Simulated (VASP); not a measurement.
A run of VASP 6.6.1 is set up as follows.

File INCAR:

```
SYSTEM = ScHO2
  PREC = Accurate
  ENCUT = 520
  EDIFF = 1E-7
  ISMEAR = 0
  SIGMA = 0.02
  LREAL = .FALSE.
  LASPH = .TRUE.
  NELM = 100
  ALGO = Normal
  ISIF = 2
  LWAVE = .FALSE.
  LCHARG = .TRUE.
  GGA = PS
  LELF = .TRUE.
  LVHAR = .TRUE.
  NBANDS = 20
```

Contents of KPOINTS:

```
regular mesh
0
G
  9 9 9
  0 0 0
```

The input POSCAR:

```
ScHO2
1.0
    1.5692229845      0.9059913125      4.6700235268
   -1.5692229845      0.9059913125      4.6700235268
    0.0000000000     -1.8119826251      4.6700235268
Sc H O
1 1 2
Direct
    0.0000000000      0.0000000000      0.0000000000
    0.5000000000      0.5000000000      0.5000000000
    0.6053072374      0.6053072374      0.6053072374
    0.3946927626      0.3946927626      0.3946927626
```

Potentials or basis: VASP PAW PBE potentials, release 64 (Sc_sv, H, O).

Run with:

```console
$ cat potpaw_PBE.64/Sc_sv/POTCAR potpaw_PBE.64/H/POTCAR potpaw_PBE.64/O/POTCAR > POTCAR
$ mpirun -np 1 vasp_std > vasp.out
```

Problem. What does it give for the band gap on the k mesh?

Solution. 4.56 eV, indirect (least direct gap 4.70 eV).

Problem. What does it give for the pressure?

Solution. 15.4 GPa.

Problem. Estimate the largest force.

Solution. 5.643 eV/Å.

Forces in eV/Å, atoms in the order of the input:
```
Sc   0.000  0.000  0.000
H    0.000  0.000  0.000
O    0.000  0.000 -5.643
O    0.000  0.000  5.643
```

Caveat: so large a pressure means that the cell lies far from this level's equilibrium, or that cutoff or potentials fall short; the potentials were made for another functional, which shifts forces and pressure; an odd mesh through Γ misses points on the zone boundary, where band edges often lie.
